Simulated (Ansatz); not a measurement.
# Relaxing CdSe in the zincblende type

First guess:

```xyz
2
Lattice="0.0000 3.1053 3.1053 3.1053 0.0000 3.1053 3.1053 3.1053 0.0000" Properties=species:S:1:pos:R:3 pbc="T T T"
Cd    0.0000    0.0000    0.0000
Se    1.5527    1.5527    1.5527
```

Level of theory: DFT, PBE, PAW with Ansatz's default frozen-core files, scalar-relativistic in Ansatz 0.2.0.

Cell and atoms relax within the symmetry of the start on a 10×10×10 k mesh with 0.08 eV Fermi–Dirac smearing.

The start is built from a prototype, known or not as a phase of this compound; the cutoff is 420 eV.

**Question.** What is the pressure of the first guess?

**Answer.** -0.31 GPa.

**Question.** What does it relax to?

**Answer.** a = 6.196 Å, b = 6.196 Å, c = 6.196 Å, α = 90.00°, β = 90.00°, γ = 90.00° (conventional cell), 29.73 Å³ per atom:
Space group F-43m (No. 216). a = 6.196 Å, b = 6.196 Å, c = 6.196 Å, α = 90.00°, β = 90.00°, γ = 90.00°
| atom | site | symmetry | x | y | z |
| --- | --- | --- | --- | --- | --- |
| Cd | 4a | -43m | 0.0000 | 0.0000 | 0.0000 |
| Se | 4d | -43m | 0.2500 | 0.2500 | 0.7500 |

**Question.** How much energy does the relaxation release?

**Answer.** 0 meV/atom.
